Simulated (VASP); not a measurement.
# InPd (Pm-3m) in VASP: further runs

Runs on InPd. Level: PBE. Tasks: single point, relaxation of cell and atoms.

Program: VASP 6.6.1. These are calculated values, not measurements. Logs are shortened: lines on timing, memory, paths and dates and some standing lists are left out, and cuts for length are marked.

### Step 1. The crystal as given

It takes space group Pm-3m (No. 221, cubic). The conventional cell has a = 3.306 Å, b = 3.306 Å, c = 3.306 Å, α = 90.00°, β = 90.00°, γ = 90.00°. In (site symmetry m-3m) is surrounded by 8 Pd at 2.86 Å. Pd (site symmetry m-3m) is surrounded by 8 In at 2.86 Å.

The cell comes from a database or a generator and needn't be the stable form of this composition.

### Step 2. Single point, PBE

INCAR

```
SYSTEM = InPd
PREC     = Accurate       ! precision mode
ENCUT    = 520            ! plane-wave cutoff, eV
EDIFF    = 1E-6           ! SCF threshold, eV
ISMEAR   = 0              ! smearing method
SIGMA    = 0.1            ! smearing width, eV
LREAL    = .False.        ! projectors in reciprocal space
LASPH    = .True.         ! aspherical terms in the spheres
NELM     = 100            ! most SCF steps
ALGO     = Fast           ! electronic algorithm
ISIF     = 2              ! what is computed and relaxed
LWAVE    = .False.        ! write WAVECAR
LCHARG   = .True.         ! write CHGCAR
GGA      = PE             ! functional
LELF     = .True.         ! ELF
LVHAR    = .True.       
NBANDS   = 18             ! bands
```

KPOINTS

```
regular mesh
0
Gamma
  18 18 18
  0 0 0
```

POSCAR

```
InPd
1.0
    3.3059323561      0.0000000000      0.0000000000
    0.0000000000      3.3059323561      0.0000000000
    0.0000000000      0.0000000000      3.3059323561
In Pd
1 1
Direct
    0.0000000000      0.0000000000      0.0000000000
    0.5000000000      0.5000000000      0.5000000000
```

Potentials or basis: VASP PAW PBE potentials, release 64 (In_d, Pd).

On the command line:

```sh
$ cat potpaw_PBE.64/In_d/POTCAR potpaw_PBE.64/Pd/POTCAR > POTCAR
$ mpirun -np 1 vasp_std > vasp.out
```

OUTCAR:

```text
SYSTEM = InPd
   PREC = Accurate
   ENCUT = 520
   EDIFF = 1E-6
   ISMEAR = 0
   LREAL = .False.
   LASPH = .True.
   NELM = 100
   ISIF = 2
   GGA = PE

 ion  position               nearest neighbor table
   1  0.000  0.000  0.000-   2 2.86   2 2.86   2 2.86   2 2.86   2 2.86   2 2.86   2 2.86   2 2.86

   2  0.500  0.500  0.500-   1 2.86   1 2.86   1 2.86   1 2.86   1 2.86   1 2.86   1 2.86   1 2.86

  LATTYP: Found a simple cubic cell.
 ALAT       =     3.3059323561

  Lattice vectors:

 A1 = (   3.3059323561,   0.0000000000,   0.0000000000)
 A2 = (   0.0000000000,   3.3059323561,   0.0000000000)
 A3 = (   0.0000000000,   0.0000000000,   3.3059323561)

Analysis of symmetry for initial positions (statically):
=====================================================================
 Subroutine PRICEL returns:
 Original cell was already a primitive cell.

 Routine SETGRP: Setting up the symmetry group for a
 simple cubic supercell.

 Subroutine GETGRP returns: Found 48 space group operations
 (whereof 48 operations were pure point group operations)
 out of a pool of 48 trial point group operations.

The static configuration has the point symmetry O_h .

Analysis of symmetry for dynamics (positions and initial velocities):
=====================================================================
 Subroutine PRICEL returns:
 Original cell was already a primitive cell.

 Routine SETGRP: Setting up the symmetry group for a
 simple cubic supercell.

 Subroutine GETGRP returns: Found 48 space group operations
 (whereof 48 operations were pure point group operations)
 out of a pool of 48 trial point group operations.

The dynamic configuration has the point symmetry O_h .

 Subroutine INISYM returns: Found 48 space group operations
 (whereof 48 operations are pure point group operations),
 and found     1 'primitive' translations

----------------------------------------------------------------------------------------

                                     Primitive cell

  volume of cell :      36.1312

  direct lattice vectors                    reciprocal lattice vectors
     3.305932356  0.000000000  0.000000000     0.302486528  0.000000000  0.000000000
     0.000000000  3.305932356  0.000000000     0.000000000  0.302486528  0.000000000
     0.000000000  0.000000000  3.305932356     0.000000000  0.000000000  0.302486528

  length of vectors
     3.305932356  3.305932356  3.305932356     0.302486528  0.302486528  0.302486528

  position of ions in fractional coordinates (direct lattice)
     0.000000000  0.000000000  0.000000000
     0.500000000  0.500000000  0.500000000

  ion indices of the primitive-cell ions
   primitive index   ion index
                 1           1
                 2           2

----------------------------------------------------------------------------------------

 KPOINTS: regular mesh

Automatic generation of k-mesh.
 Grid dimensions read from file:
 generate k-points for:   18   18   18

 Generating k-lattice:

  Cartesian coordinates                     Fractional coordinates (reciprocal lattice)
     0.016804807  0.000000000  0.000000000     0.055555556  0.000000000  0.000000000
     0.000000000  0.016804807  0.000000000     0.000000000  0.055555556  0.000000000
     0.000000000  0.000000000  0.016804807     0.000000000  0.000000000  0.055555556

  Length of vectors
     0.016804807  0.016804807  0.016804807

  Shift w.r.t. Gamma in fractional coordinates (k-lattice)
     0.000000000  0.000000000  0.000000000

 Subroutine IBZKPT returns following result:
 ===========================================

 Found    220 irreducible k-points:

 Following reciprocal coordinates:
            Coordinates               Weight
  0.000000  0.000000  0.000000      1.000000
  0.055556  0.000000  0.000000      6.000000
  0.111111  0.000000  0.000000      6.000000
  0.166667  0.000000  0.000000      6.000000
  0.222222  0.000000  0.000000      6.000000
  0.277778  0.000000  0.000000      6.000000
[... 16 lines left out ...]
  0.277778  0.111111  0.000000     24.000000
  0.333333  0.111111  0.000000     24.000000
 [... further k-points ...]
   k-points           NKPTS =    220   k-points in BZ     NKDIM =    220   number of bands    NBANDS=     18
   number of dos      NEDOS =    301   number of ions     NIONS =      2
   total plane-waves  NPLWV =  21952
   dimension x,y,z NGX =    28 NGY =   28 NGZ =   28
   dimension x,y,z NGXF=    56 NGYF=   56 NGZF=   56
   ions per type =               1   1
   NGX,Y,Z   is equivalent  to a cutoff of  14.08, 14.08, 14.08 a.u.
   NGXF,Y,Z  is equivalent  to a cutoff of  28.16, 28.16, 28.16 a.u.
 SYSTEM =  InPd
   PREC   = accura    normal or accurate (medium, high low for compatibility)
   ISTART =      0    job   : 0-new  1-cont  2-samecut
   ICHARG =      2    charge: 1-file 2-atom 10-const
   ISPIN  =      1    spin polarized calculation?
   LNONCOLLINEAR =      F non collinear calculations
   LSORBIT =      F    spin-orbit coupling
   LASPH  =      T    aspherical Exc in radial PAW
   ENCUT  =  520.0 eV  38.22 Ry    6.18 a.u.   6.15  6.15  6.15*2*pi/ulx,y,z
   NELM   =    100;   NELMIN=  2; NELMDL= -5     # of ELM steps
   EDIFF  = 0.1E-05   stopping-criterion for ELM
   LREAL  =      F    real-space projection
   EDIFFG = 0.1E-04   stopping-criterion for IOM
   NSW    =      0    number of steps for IOM
   IBRION =     -1    ionic relax: 0-MD 1-quasi-New 2-CG
   NFREE  =      0    steps in history (QN), initial steepest desc. (CG)
   ISIF   =      2    stress and relaxation
   ISYM   =      2    0-nonsym 1-usesym 2-fastsym
   POTIM  = 0.5000    time-step for ionic-motion
   TEBEG  =    0.0;   TEEND  =   0.0 temperature during run
   PSTRESS=    0.0 pullay stress
   NELECT =      23.0000    total number of electrons
   NUPDOWN=      -1.0000    fix difference up-down
   EMIN   =  10.00;   EMAX   =-10.00  energy-range for DOS
   EFERMI =   0.00;   METHOD = LEGACY
   ISMEAR =     0;   SIGMA  =   0.10  broadening in eV -4-tet -1-fermi 0-gaus
   EFERMI_NEDOS =   21; number of points for ismear=-14 and -15
   IALGO  =     68    algorithm
   IMIX   =      4    mixing-type and parameters
     AMIX     =   0.40;   BMIX     =  1.00
     AMIX_MAG =   1.60;   BMIX_MAG =  1.00
  volume/ion in A,a.u.               =      18.07       121.91
  Fermi-wavevector in a.u.,A,eV,Ry     =   1.408284  2.661270 26.983930  1.983263
  Thomas-Fermi vector in A             =   2.530457
   LORBIT       =      0    0 simple, 1 ext, 2 COOP (PROOUT), +10 PAW based schemes
   GGA     = PE    functional components
   LHFCALC =     F    Hartree Fock is set to
   AEXX    =    0.0000 exact exchange contribution
   IVDW    =     0    specifies the selected vdW correction
   LEPSILON=     F    determine dielectric tensor
   LRPA    =     F    only Hartree local field effects (RPA)
 non-spin polarized calculation
 RMM-DIIS sequential band-by-band and
 Gauss-broadening in eV      SIGMA  =   0.10
  energy-cutoff  :      520.00
  volume of cell :       36.13
 maximum number of plane-waves:       992
 NGX is ok and might be reduce to    28
   NGX = 13   NGY = 13   NGZ = 13

 number of electron      23.0000002 magnetization

 Free energy of the ion-electron system (eV)
  ---------------------------------------------------
  ext. energy  EPLUGINS =         0.00000000
  ---------------------------------------------------
  free energy    TOTEN  =        -8.74893334 eV

  energy without entropy =       -8.74473197  energy(sigma->0) =       -8.74683265

 E-fermi :  10.0639     XC(G=0): -12.0555

 val. band max:       10.0604291956   @ k =   0.3889   0.2222   0.2222
 cond. band min:      10.0657229856   @ k =   0.3333   0.2222   0.0556
 fundamental gap:      0.0052937900
 Fermi energy:        10.0638651822

 k-point     1 :       0.0000    0.0000    0.0000
  band No.  band energies     occupation
      1      -4.8635      2.00000
      2      -4.8635      2.00000
      3      -4.4906      2.00000
      4      -4.4906      2.00000
      5      -4.4906      2.00000
      6       0.2100      2.00000
[... 10 lines left out ...]
     17      20.3878      0.00000
     18      25.9592      0.00000

 k-point     2 :       0.0556    0.0000    0.0000
  band No.  band energies     occupation
      1      -4.8620      2.00000
      2      -4.8537      2.00000
      3      -4.4936      2.00000
      4      -4.4936      2.00000
      5      -4.4898      2.00000
      6       0.2577      2.00000
[... 10 lines left out ...]
     17      20.6427      0.00000
     18      25.9672      0.00000

 k-point     3 :       0.1111    0.0000    0.0000
  band No.  band energies     occupation
      1      -4.8576      2.00000
      2      -4.8256      2.00000
      3      -4.5022      2.00000
      4      -4.5022      2.00000
      5      -4.4873      2.00000
      6       0.4008      2.00000
[... 10 lines left out ...]
     17      21.5230      0.00000
     18      25.5175      0.00000

 k-point     4 :       0.1667    0.0000    0.0000
  band No.  band energies     occupation
      1      -4.8509      2.00000
      2      -4.7827      2.00000
      3      -4.5154      2.00000
      4      -4.5154      2.00000
      5      -4.4836      2.00000
      6       0.6388      2.00000
[... 375 lines left out ...]
      4      -4.5326      2.00000
      5      -4.4916      2.00000
      6       1.1523      2.00000
[... 10 lines left out ...]
     17      22.9144      0.00000
     18      24.5855      0.00000

 k-point    23 :       0.2778    0.1111    0.0000
  band No.  band energies     occupation
      1      -4.8084      2.00000
      2      -4.6571      2.00000
      3      -4.5699      2.00000
      4      -4.5502      2.00000
      5      -4.4885      2.00000
      6       1.5674      2.00000
[... 10 lines left out ...]
     17      22.1213      0.00000
     18      24.2711      0.00000

 k-point    24 :       0.3333    0.1111    0.0000
  band No.  band energies     occupation
      1      -4.8005      2.00000
      2      -4.6048      2.00000
      3      -4.5883      2.00000
      4      -4.5667      2.00000
      5      -4.4855      2.00000
      6       2.0638      2.00000
[... 10 lines left out ...]
     17      21.8969      0.00000
     18      23.3159      0.00000

 [... further k-points ...]

------------------------ aborting loop because EDIFF is reached ----------------------------------------

  FORCE on cell =-STRESS in cart. coord.  units (eV):
  Direction    XX          YY          ZZ          XY          YZ          ZX
  --------------------------------------------------------------------------------------
  -------------------------------------------------------------------------------------
  Total        0.0024380      0.0024380      0.0024380     -0.0000000      0.0000000     -0.0000000
  in kB        0.1081094      0.1081094      0.1081094     -0.0000000      0.0000000     -0.0000000
  external PRESSURE =       0.1081094 kB  Pullay stress =       0.0000000 kB

 VOLUME and BASIS-vectors are now :
 -----------------------------------------------------------------------------
  energy-cutoff  :      520.00
  volume of cell :       36.13
      direct lattice vectors                 reciprocal lattice vectors
     3.305932356  0.000000000  0.000000000     0.302486528  0.000000000  0.000000000
     0.000000000  3.305932356  0.000000000     0.000000000  0.302486528  0.000000000
     0.000000000  0.000000000  3.305932356     0.000000000  0.000000000  0.302486528

 POSITION                                       TOTAL-FORCE (eV/Angst)
 -----------------------------------------------------------------------------------
      0.00000      0.00000      0.00000         0.000000      0.000000      0.000000
      1.65297      1.65297      1.65297         0.000000      0.000000      0.000000
 -----------------------------------------------------------------------------------
    total drift:                                0.000000      0.000000      0.000000

  FREE ENERGIE OF THE ION-ELECTRON SYSTEM (eV)
  ---------------------------------------------------
  free  energy   TOTEN  =        -8.7489333360 eV

  energy  without entropy=       -8.7447319699  energy(sigma->0) =       -8.74683265
```

Wall time 83 s (1 thread of Intel Xeon 6975P-C (Granite Rapids), shared host); peak memory 0.27 GiB.

What came out:

```yaml
Free_energy: -8.7489 eV
Pressure: 0.0 GPa
Band_gap_on_the_k_mesh: none (metal or under the smearing width)
```

Levels at points of the mesh, in eV from the Fermi level:
| k point | band 8 | band 9 | band 10 | band 11 | band 12 | band 13 | band 14 | band 15 | band 16 | band 17 |
| --- | --- | --- | --- | --- | --- | --- | --- | --- | --- | --- |
| (0.00, 0.00, 0.00) | -3.72 | -2.25 | -2.25 | -2.25 | 4.13 | 4.13 | 4.13 | 8.99 | 10.32 | 10.32 |
| (0.50, 0.00, 0.00) | -3.69 | -3.18 | -3.18 | -2.31 | -1.14 | 9.25 | 9.25 | 9.74 | 10.48 | 10.48 |
| (0.50, 0.50, 0.00) | -2.65 | -2.65 | -2.25 | -2.25 | -1.70 | 1.26 | 2.33 | 9.21 | 11.20 | 11.20 |
| (0.50, 0.50, 0.50) | -4.72 | -1.66 | -1.66 | -0.25 | 3.71 | 3.71 | 3.71 | 4.23 | 4.23 | 4.23 |

### Step 3. Relaxation of cell and atoms, PBE

This run uses another cell than the first one, of 17.51 Å³/atom, 0.969 times its volume.

INCAR

```
  PREC = Accurate
  ENCUT = 600
  EDIFF = 1E-6
  ISMEAR = 0
  SIGMA = 0.1
  LREAL = F
  LASPH = T
  NELM = 100
  ALGO = Fast
  ISIF = 3
  LWAVE = F
  LCHARG = F
  GGA = PE
  IBRION = 2
  NSW = 100
  EDIFFG = -0.01
```

KPOINTS

```
Automatic mesh
0
Gamma
  18 18 18
```

POSCAR

```
InPd
1.0
    3.2718846800      0.0000000000      0.0000000000
    0.0000000000      3.2718846800      0.0000000000
    0.0000000000      0.0000000000      3.2718846800
In Pd
1 1
Direct
    0.0000000000      0.0000000000      0.0000000000
    0.5000000000      0.5000000000      0.5000000000
```

Potentials or basis: VASP PAW PBE potentials, release 64 (In_d, Pd).

On the command line:

```sh
$ cat potpaw_PBE.64/In_d/POTCAR potpaw_PBE.64/Pd/POTCAR > POTCAR
$ mpirun -np 1 vasp_std > vasp.out
```

It took 3.5 min on 1 thread of Intel Xeon 6975P-C (Granite Rapids), shared host; peak memory 0.29 GiB.

Results (log left out):

```yaml
Free_energy: -8.7484 eV
Relaxed_volume: 18.07 Å³/atom
Relaxed_cell: a = 3.306 Å, b = 3.306 Å, c = 3.306 Å, α = 90.00°, β = 90.00°, γ = 90.00°
Space_group_after_relaxing_to_0.05_Å: Pm-3m (No. 221)
Energy_gained_by_relaxing: 6.3 meV/atom
Ionic_steps: 3
Pressure_after_relaxing: 0.0 GPa
Band_gap_on_the_k_mesh: none (metal or under the smearing width)
```

The path:
| step | energy change (eV) | largest force (eV/Å) | pressure (GPa) | volume (Å³) |
| --- | --- | --- | --- | --- |
| 1 | 0.0000 | 0.0000 | 3.90 | 35.03 |
| 2 | -0.0020 | 0.0000 | -3.03 | 37.23 |
| 3 | -0.0126 | 0.0000 | 0.02 | 36.13 |

Final structure:
```
CELL_PARAMETERS angstrom
3.30605 0.00000 0.00000
0.00000 3.30605 0.00000
0.00000 0.00000 3.30605
ATOMIC_POSITIONS crystal
In 0.00000 0.00000 0.00000
Pd 0.50000 0.50000 0.50000
```

Levels at points of the mesh, in eV from the Fermi level:
```csv
k point,band 8,band 9,band 10,band 11,band 12,band 13,band 14,band 15
"(0.00, 0.00, 0.00)",-3.72,-2.25,-2.25,-2.25,4.13,4.13,4.13,8.99
"(0.50, 0.00, 0.00)",-3.68,-3.18,-3.18,-2.31,-1.14,9.25,9.25,9.74
"(0.50, 0.50, 0.00)",-2.64,-2.64,-2.25,-2.25,-1.70,1.26,2.33,9.21
"(0.50, 0.50, 0.50)",-4.72,-1.66,-1.66,-0.25,3.71,3.71,3.71,4.23
```

[end of part 1 of 2]
